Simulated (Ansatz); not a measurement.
# Dielectric response of ZnS (10-10) films, part 3 of 3

Wanted: ε of wurtzite ZnS (10-10) by finite fields on slabs, and the band edges against the vacuum where run.

Ansatz 0.2.0; plane-wave DFT, PBEsol, Ansatz PAW (the session's first sound run).

So far, gap on the k-mesh (eV): step 2 (relaxing the film, 12 atoms, units 3) 2.27; step 25 (atoms held, 24 atoms, units 6, field 0.05 V/Å) 2.13; step 26 (single point, 24 atoms, units 6, field -0.05 V/Å) 2.13; step 28 (relaxing in the field, 24 atoms, units 6, field 0.05 V/Å) 2.15; step 29 (field on, atoms free, 24 atoms, units 6, field -0.05 V/Å) 2.15.

### Step 30. Response with the atoms relaxed, 24 atoms, units 6

This step: plane-wave DFT, PBEsol, Ansatz PAW; response to a field along the normal, atoms relaxed (Ansatz 0.2.0).

Local field over the applied field, running mean. From the potentials at -0.05 and 0.05 V/Å; running mean over 3.308 Å, taken twice. Table of local field over applied field by z:

| z (Å) | local field over applied field |
| --- | --- |
| 5 | 0.979 |
| 6 | 0.927 |
| 7 | 0.786 |
| 8 | 0.566 |
| 9 | 0.345 |
| 10 | 0.161 |
| 11 | 0.119 |
| 12 | 0.105 |
| 13 | 0.125 |
| 14 | 0.117 |
| 15 | 0.114 |
| 16 | 0.115 |
| 17 | 0.115 |
| 18 | 0.115 |
| 19 | 0.115 |
| 20 | 0.114 |
| 21 | 0.115 |
| 22 | 0.122 |
| 23 | 0.118 |
| 24 | 0.106 |
| 25 | 0.131 |
| 26 | 0.206 |
| 27 | 0.427 |
| 28 | 0.646 |
| 29 | 0.852 |
| 30 | 0.948 |
| 31 | 0.990 |

The induced dipole is that of a conductor 17.43 Å thick.

### Step 31. Relaxation, 32 atoms, units 8

This step: plane-wave DFT, PBEsol, Ansatz PAW (Ansatz 0.2.0).

System of this step: ZnS (10-10), 8 units. The cell holds 32 atoms: 16 Zn and 16 S. Its edges and angles: a = 3.820 Å, b = 6.260 Å, c = 42.260 Å, α = 90.0°, β = 90.0°, γ = 90.0°. It derives from ZnS (wurtzite ZnS). Vacuum lies along c.

input.yaml

```yaml
crystal:
  lattice:
    - [3.82, 0.0, 0.0]
    - [0.0, 6.26, 0.0]
    - [0.0, 0.0, 42.2602583113]
  atoms:
    - { symbol: Zn, position: [0.0, 0.0, 0.2129660433] }
    - { symbol: S, position: [0.0, 0.375, 0.2129660433] }
    - { symbol: Zn, position: [0.5, 0.5, 0.2390600393] }
    - { symbol: S, position: [0.5, 0.875, 0.2390600393] }
    - { symbol: Zn, position: [0.5, 0.0, 0.2912480315] }
    - { symbol: S, position: [0.5, 0.375, 0.2912480315] }
    - { symbol: Zn, position: [0.0, 0.5, 0.3173420275] }
    - { symbol: S, position: [0.0, 0.875, 0.3173420275] }
[... 20 atom lines left out ...]
    - { symbol: Zn, position: [0.5, 0.0, 0.7609399607] }
    - { symbol: S, position: [0.5, 0.375, 0.7609399607] }
    - { symbol: Zn, position: [0.0, 0.5, 0.7870339567] }
    - { symbol: S, position: [0.0, 0.875, 0.7870339567] }
kpoints:
  mp_grid: { grid: [8, 4, 1] }
hamiltonian:
  xc: pbesol
scf:
  occupations: { method: fixed }
  convergence: { dr2_threshold: 1.0e-09 }
efield:
  axis: 3
  dipole_correction: true
  ramp_position: 0.97
  ramp_width: 0.06
relax:
  f_tol: 0.003
  max_steps: 100
output:
  write_potential: true
  write_density: true
  volumetric_format: npy
```

Command:

```bash
> ansatz run input.yaml --threads 8 --pin off --max-ram 32768MiB --backend cpu --events-out ev --progress --plain --runs-dir out
```

Run time: 6.4 min. Hardware: 8 threads of Arm Neoverse V2, shared host; peak memory 6.6 GiB.

Running mean over 3.308 Å of the planar mean; the ramp of the sawtooth is left out. Table of electron's electrostatic potential energy less the highest filled level by z:

```csv
z (Å),electron's electrostatic potential energy less the highest filled level (eV)
4,6.05
5,6.05
6,6.02
7,5.48
8,2.78
9,-1.13
10,-2.33
11,-3.04
12,-2.66
13,-2.43
14,-2.57
15,-2.57
16,-2.44
17,-2.54
18,-2.59
19,-2.49
20,-2.49
21,-2.59
22,-2.53
23,-2.44
24,-2.58
25,-2.57
26,-2.42
27,-2.55
28,-2.59
29,-2.45
30,-2.54
31,-3.07
32,-2.48
33,-1.72
34,1.69
35,5.02
36,5.99
37,6.05
38,6.05
```

The relaxation took 8 steps and lowered the energy by 1.2 eV; the largest force on the free atoms ends at 0.0012 eV/Å.

The gap is 2.15 eV, with the valence edge 6.05 eV and the conduction edge 3.90 eV under the upper vacuum level.

### Step 32. Side by side

Times are for 8 threads of Arm Neoverse V2, shared host. Results by setting:

```csv
no.,units,gap by band count (eV),"ionisation energy, upper face (eV)","electron affinity, upper face (eV)",time,memory (GiB)
1,3,2.266,6.018,3.752,63 s,1.9
2,4,2.215,6.027,3.812,99 s,2.6
3,5,2.190,6.036,3.846,2.1 min,3.5
4,6,2.174,6.043,3.869,3.1 min,4.4
5,8,2.151,6.050,3.899,6.4 min,6.6
```

The valence density, planar mean (3) oscillates, so the rows of the table below give means over windows of 2.71 Å about each position, cut where the curve ends. Its maxima inside the range that stand out by 2 % of the span (Å: e/Å³): 9.7: 1.11, 12.4: 0.890, 13.3: 0.890, 16.0: 1.11. Its minima: 11.3: 0.127, 12.9: 0.533, 14.4: 0.127.

The runs together. The valence density, planar mean by z; means over each step:

```
z (Å)  3 (e/Å³)  4 (e/Å³)  5 (e/Å³)  6 (e/Å³)  8 (e/Å³)
 4.06    3.7e-6    3.4e-6    3.1e-6    2.9e-6    2.4e-6
 6.77    0.0115    0.0106   0.00981   0.00895   0.00765
 9.48     0.523     0.522     0.520     0.518     0.515
12.19     0.485     0.474     0.467     0.460     0.448
14.90     0.486     0.408     0.410     0.412     0.419
17.61     0.161     0.428     0.429     0.430     0.424
20.32    1.9e-4     0.380     0.428     0.433     0.443
23.03         0   0.00105     0.508     0.518     0.521
```

### Step 33. The relaxed film, single point, 32 atoms, units 8

input.yaml

```yaml
crystal:
  lattice:
    - [3.82, 0.0, 0.0]
    - [0.0, 6.26, 0.0]
    - [0.0, 0.0, 42.2602583113]
  atoms:
    - { symbol: Zn, position: [0.0, 0.0513666379, 0.2304154029] }
    - { symbol: S, position: [0.0, 0.3871386557, 0.2150157188] }
    - { symbol: Zn, position: [0.5, 0.4888644865, 0.2413450165] }
    - { symbol: S, position: [0.5, 0.871046257, 0.2433286288] }
    - { symbol: Zn, position: [0.5, -0.0012684754, 0.2958149862] }
    - { symbol: S, position: [0.5, 0.3715299449, 0.2946265566] }
    - { symbol: Zn, position: [0.0, 0.4944181596, 0.3200810319] }
    - { symbol: S, position: [0.0, 0.8689198668, 0.3204429291] }
[... 20 atom lines left out ...]
    - { symbol: Zn, position: [0.5, -0.0111355114, 0.7586549837] }
    - { symbol: S, position: [0.5, 0.3710462592, 0.7566713712] }
    - { symbol: Zn, position: [0.0, 0.5513666398, 0.7695845971] }
    - { symbol: S, position: [0.0, 0.8871386575, 0.7849842811] }
kpoints:
  mp_grid: { grid: [8, 4, 1] }
hamiltonian:
  xc: pbesol
scf:
  occupations: { method: fixed }
  convergence: { dr2_threshold: 1.0e-09 }
efield:
  axis: 3
  dipole_correction: true
  ramp_position: 0.97
  ramp_width: 0.06
output:
  eigenvalues: true
  dos: { projected: true, e_range: [-7, 7] }
  write_potential: true
  write_density: true
  volumetric_format: npy
checkpoint:
  write: end8.run
  compress: false
  write_wavefunctions: false
```

The job ended after 85 s (8 threads; peak memory 7 GiB; 11 min of CPU time).

Running mean over 3.308 Å of the planar mean; the ramp of the sawtooth is left out. Table of electron's electrostatic potential energy less the highest filled level by z:

z (Å), electron's electrostatic potential energy less the highest filled level (eV) and a bar from the least value:
```
        4       6.05 ##############################
        5       6.05 ##############################
        6       6.02 ##############################
        7       5.48 ############################
        8       2.78 ###################
        9      -1.13 ######
       10      -2.33 ##
       11      -3.04 
       12      -2.66 #
       13      -2.43 ##
       14      -2.57 ##
       15      -2.57 ##
       16      -2.44 ##
       17      -2.54 ##
       18      -2.59 ##
       19      -2.49 ##
       20      -2.49 ##
       21      -2.59 ##
       22      -2.53 ##
       23      -2.44 ##
       24      -2.58 ##
       25      -2.57 ##
       26      -2.42 ##
       27      -2.55 ##
       28      -2.59 ##
       29      -2.45 ##
       30      -2.54 ##
       31      -3.07 
       32      -2.48 ##
       33      -1.72 ####
       34       1.69 ################
       35       5.02 ###########################
       36       5.99 ##############################
       37       6.05 ##############################
       38       6.05 ##############################
```

The gap is 2.15 eV, with the valence edge 6.05 eV and the conduction edge 3.90 eV under the upper vacuum level.

### Step 34. Atoms held, 32 atoms, units 8, field 0.05 V/Å

input.yaml: that of step 33 with these lines changed.

```diff
@@ -44,3 +44,3 @@
   occupations: { method: fixed }
-  convergence: { dr2_threshold: 1.0e-09 }
+  convergence: { dr2_threshold: 1.0e-10 }
 efield:
@@ -50,5 +50,4 @@
   ramp_width: 0.06
+  amplitude: 0.05
 output:
-  eigenvalues: true
-  dos: { projected: true, e_range: [-7, 7] }
   write_potential: true
@@ -56,5 +55 @@
   volumetric_format: npy
-checkpoint:
-  write: end8.run
-  compress: false
-  write_wavefunctions: false
```

Run time: 97 s. Hardware: 8 threads; peak memory 7 GiB; 13 min of CPU time.

The dipole is 0.144 e·Å, and the gap on the mesh 2.065 eV.

### Step 35. Atoms held, 32 atoms, units 8, field -0.05 V/Å

input.yaml: that of step 34 with these lines changed.

```diff
@@ -50,3 +50,3 @@
   ramp_width: 0.06
-  amplitude: 0.05
+  amplitude: -0.05
 output:
```

Elapsed: 99 s, on 8 threads; peak memory 7 GiB.

The dipole is -0.144 e·Å, and the gap on the mesh 2.065 eV.

### Step 36. Response with the atoms held, 32 atoms, units 8

This step: plane-wave DFT, PBEsol, Ansatz PAW; response to a field along the normal, atoms held (Ansatz 0.2.0).

Local field over the applied field, running mean. From the potentials at -0.05 and 0.05 V/Å; running mean over 3.308 Å, taken twice. Local field over applied field against z:

```
z (Å)  local field over applied field
    5                           0.985
    6                           0.929
    7                           0.798
    8                           0.599
    9                           0.393
   10                           0.245
   11                           0.179
   12                           0.165
   13                           0.166
   14                           0.167
   15                           0.168
   16                           0.168
   17                           0.168
   18                           0.168
   19                           0.168
   20                           0.168
   21                           0.168
   22                           0.168
   23                           0.168
   24                           0.168
   25                           0.168
   26                           0.168
   27                           0.168
   28                           0.167
   29                           0.166
   30                           0.164
   31                           0.172
   32                           0.221
   33                           0.347
   34                           0.543
   35                           0.751
   36                           0.903
   37                           0.976
```

The induced dipole is that of a conductor 21.78 Å thick.

### Step 37. Electronic ε from the series

This step: plane-wave DFT, PBEsol, Ansatz PAW; permittivity from the thickness series, atoms held (Ansatz 0.2.0).

Each added layer adds t(1 − 1/ε) to the dipole term, so the slope against thickness gives ε without a choice of where the film ends.

This step gave:

| Item | Value |
| --- | --- |
| slope | 0.8320 |
| intercept of the fit | 1.743 Å |
| ε of the interior | 5.954 |

Equivalent conductor thickness against distance between the outer atoms:

| distance between the outer atoms (Å) | equivalent conductor thickness (Å) |
| --- | --- |
| 7.85 | 8.27 |
| 11.09 | 11.0 |
| 14.34 | 13.7 |
| 17.59 | 16.4 |
| 24.09 | 21.8 |

By hand, from the thinnest and the thickest film: slope = (21.783 − 8.272) / (24.087 − 7.850) = 0.832, so ε = 1/(1 − 0.832) = 5.96.

### Step 38. Static ε from the series

This step: plane-wave DFT, PBEsol, Ansatz PAW; permittivity from the thickness series, atoms relaxed (Ansatz 0.2.0).

The same fit for the relaxed films. The nearer its slope lies to 1, the more ε hangs on small errors.

This step gave:

```yaml
slope: 0.8867
intercept_of_the_fit: 1.831 Å
eps_of_the_interior: 8.826
```

The equivalent conductor thickness by distance between the outer atoms:

| distance between the outer atoms (Å) | equivalent conductor thickness (Å) |
| --- | --- |
| 7.85 | 8.79 |
| 14.34 | 14.5 |
| 17.59 | 17.4 |

By hand, from the thinnest and the thickest film: slope = (17.425 − 8.791) / (17.588 − 7.850) = 0.887, so ε = 1/(1 − 0.887) = 8.82. One nm of such a film has the capacitance of 3.9/8.82 = 0.44 nm of SiO₂ (its equivalent oxide thickness).

### Step 39. Varying the input: hamiltonian.xc = "r2scan"

This step: plane-wave DFT, PBEsol, Ansatz PAW, but for the change named below (Ansatz 0.2.0).

System of this step: ZnS (10-10), 3 units. The cell holds 12 atoms: 6 Zn and 6 S. Its edges and angles: a = 3.820 Å, b = 6.260 Å, c = 25.719 Å, α = 90.0°, β = 90.0°, γ = 90.0°. It derives from ZnS (wurtzite ZnS). Vacuum lies along c.

A run with a changed input: it repeats the earlier run at 0.05 V/Å, 3 units with hamiltonian.xc from pbesol to r2scan.

input.yaml

```yaml
crystal:
  lattice:
    - [3.82, 0.0, 0.0]
    - [0.0, 6.26, 0.0]
    - [0.0, 0.0, 25.7191730991]
  atoms:
    - { symbol: Zn, position: [0.0, 0.0443243844, 0.3732738527] }
    - { symbol: S, position: [0.0, 0.3795671259, 0.3473981566] }
    - { symbol: Zn, position: [0.5, 0.4828168367, 0.3903555952] }
    - { symbol: S, position: [0.5, 0.8643464182, 0.3946161515] }
    - { symbol: Zn, position: [0.5, -0.010107949, 0.4812706505] }
    - { symbol: S, position: [0.5, 0.3640531799, 0.4779511564] }
    - { symbol: Zn, position: [0.0, 0.4898920514, 0.5187293495] }
    - { symbol: S, position: [0.0, 0.8640531802, 0.5220488437] }
    - { symbol: Zn, position: [0.0, -0.0171831615, 0.6096444046] }
    - { symbol: S, position: [0.0, 0.3643464196, 0.6053838487] }
    - { symbol: Zn, position: [0.5, 0.5443243863, 0.6267261471] }
    - { symbol: S, position: [0.5, 0.8795671279, 0.6526018433] }
kpoints:
  mp_grid: { grid: [8, 4, 1] }
hamiltonian:
  xc: r2scan
scf:
  occupations: { method: fixed }
  convergence: { dr2_threshold: 1.0e-10 }
efield:
  axis: 3
  dipole_correction: true
  ramp_position: 0.97
  ramp_width: 0.06
  amplitude: 0.05
output:
  write_potential: true
  write_density: true
  volumetric_format: npy
```

Run time: 27 s. Hardware: 8 threads; peak memory 3.2 GiB.

Numbers from this step:

- gap on the k-mesh: 2.848 eV
- dipole along the normal: 0.05357 e·Å

```csv
quantity,this run,earlier run,difference
dipole along the normal (e·Å),0.05357,0.05466,-0.0011
gap on the k-mesh (eV),2.848,2.262,0.59
```

What moves beyond 0.01 in its unit (for the dipole 0.5 % and 5e-5 e·Å): gap on the k-mesh (+0.586 eV) and dipole along the normal (-0.0011 e·Å).

### Step 40. The same run with other settings

Another changed input: it repeats the earlier run at 0.05 V/Å, 3 units with magnetization to spin_polarized: true and accuracy to low.

input.yaml, the sections that differ from step 39:

```yaml
crystal:
  lattice:
    - [3.82, 0.0, 0.0]
    - [0.0, 6.26, 0.0]
    - [0.0, 0.0, 25.7191730991]
  atoms:
    - { symbol: Zn, position: [0.0, 0.0443243844, 0.3732738527], spin: 0.2 }
    - { symbol: S, position: [0.0, 0.3795671259, 0.3473981566], spin: 0.2 }
    - { symbol: Zn, position: [0.5, 0.4828168367, 0.3903555952], spin: 0.2 }
    - { symbol: S, position: [0.5, 0.8643464182, 0.3946161515], spin: 0.2 }
    - { symbol: Zn, position: [0.5, -0.010107949, 0.4812706505], spin: 0.2 }
    - { symbol: S, position: [0.5, 0.3640531799, 0.4779511564], spin: 0.2 }
    - { symbol: Zn, position: [0.0, 0.4898920514, 0.5187293495], spin: 0.2 }
    - { symbol: S, position: [0.0, 0.8640531802, 0.5220488437], spin: 0.2 }
    - { symbol: Zn, position: [0.0, -0.0171831615, 0.6096444046], spin: 0.2 }
    - { symbol: S, position: [0.0, 0.3643464196, 0.6053838487], spin: 0.2 }
    - { symbol: Zn, position: [0.5, 0.5443243863, 0.6267261471], spin: 0.2 }
    - { symbol: S, position: [0.5, 0.8795671279, 0.6526018433], spin: 0.2 }
hamiltonian:
  xc: pbesol
magnetization:
  spin_polarized: true
accuracy: low
# kpoints, scf, efield, output: as in step 39
```

Elapsed: 0.09 s, on 8 threads; peak memory 0.082 GiB.

The input was rejected at the start.

The program's message: “Error: inconsistent input (scf.occupations.method, magnetization): a σ = 0 step fill (method: fixed, or a smearing width below the step floor) with no hard lock on the total moment puts the same N_el/ …”

### Step 41. Outcome

```json
{"electronic ε from the thickness series": "5.95", "static ε from the thickness series": "8.83", "local electronic ε, middle of 8 units": "5.94"}
```

**Reading.** The films give an electronic ε of 5.95 and a static ε of 8.83. The slope of the series and the field inside the thickest film give 5.95 and 5.94, in agreement. Ions raise ε from 5.95 to 8.83. The in-plane lattice constants are held at typed bulk values. Semilocal functionals tend to overestimate the electronic ε a little.

[Logs are printed without paths, hosts, clocks, repeated set-up lines and the standing remarks that a program may print on its own settings, such as how far it seeks lower states.]

[Hosts, paths, dates, database ids (printed as entryN), source tags and the programs' standing remarks are cut or masked in the printed files.]

[Maps of the electrostatic potential energy from Ansatz leave out the sawtooth potential of an applied field or a dipole correction, so their vacuum need not be flat; planar profiles and work functions include it.]
